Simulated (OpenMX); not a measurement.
Crystal: CdS (Greenockite).

```
Cd S
1.0
     4.15000    0.00000    0.00000
    -2.07500    3.59401    0.00000
     0.00000    0.00000    6.73700
Cd S
2 2
Cartesian
  2.0750 1.1980 3.3685
  0.0000 2.3960 0.0000
  2.0750 1.1980 5.8949
  0.0000 2.3960 2.5264
```

* Program: OpenMX 3.8.5
* Task: single point
* Functional: PBE
* Potentials or basis: OpenMX 2013 PBE set, Cd7.0-s3p2d2, S7.0-s2p2d1f1, grid cutoff 500 Ry
* k mesh: 7 × 7 × 5
* Occupations: fermi-dirac, width 0.05 eV
* Spin: no spin polarisation

On this cell: pressure 2.7 GPa; largest force 0.080 eV/Å; band gap on the k mesh 1.35 eV, direct.

The same run follows on a disturbed copy (atoms moved at random, drawn with an rms of 0.05 Å):

```
Cd S
1.0
     4.15000    0.00000    0.00000
    -2.07500    3.59401    0.00000
     0.00000    0.00000    6.73700
Cd S
2 2
Cartesian
  2.0126 1.2034 3.3565
  0.0018 2.3858 0.0161
  2.0597 1.1951 5.8799
  0.0172 2.4097 2.5271
```

Task: What changes?

Result: The energy moves by +5.8 meV/atom; pressure 2.9 GPa; largest force 0.473 eV/Å; band gap on the k mesh 1.33 eV, direct.

Forces in eV/Å, atoms in the order of the input:
```
Cd   0.445 -0.010  0.005
Cd  -0.086  0.042 -0.233
S    0.113 -0.039  0.170
S   -0.469  0.005  0.062
```

Caveats: the basis of atomic orbitals isn't converged, which shifts pressures, moduli and gaps.

